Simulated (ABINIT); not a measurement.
Runs of ABINIT 10.8.3 (patched build) on CaSe. Symmetry: Fm-3m, No. 225, cubic system. Conventional cell: a = 5.912 Å, b = 5.912 Å, c = 5.912 Å, α = 90.00°, β = 90.00°, γ = 90.00°. Around Se (site symmetry m-3m) lie 6 Ca at 2.96 Å. Ca (site symmetry m-3m) is surrounded by 6 Se at 2.96 Å. 

```csv
potentials or basis,cutoff (eV),fine-grid cutoff,gap on the mesh (eV),pressure (GPa)
PseudoDojo NC SR PBE v0.4.1 standard,1415,-,2.60,(a)
Ansatz NC r2SCAN,1497,-,2.49,0.6
"Ansatz PAW PBE default generated set, frozen core",490,979.61 eV,2.49,0.6
JTH PAW PBE v2.0,626,1224.51 eV,2.48,0.5
SG15 NC PBE v1.2,707,-,2.48,0.9
```

Alike in all rows: task band structure; level r2SCAN; no spin polarisation; cell as given; k mesh 6 × 6 × 6; smearing fermi-dirac 0.05 eV.

Question: Estimate the missing entries.

Answer: (a) 0.1.

Caveats: the potentials were made for another functional, which shifts forces and pressure (some runs); the PAW data sets were made with another functional, which shifts forces and pressure a little (some runs); a meta-GGA on potentials with a model core is unreliable (some runs).

A k mesh can miss the band edges, and the runs leave out spin-orbit coupling on Se.

The runs don't all hold the same shells in valence.
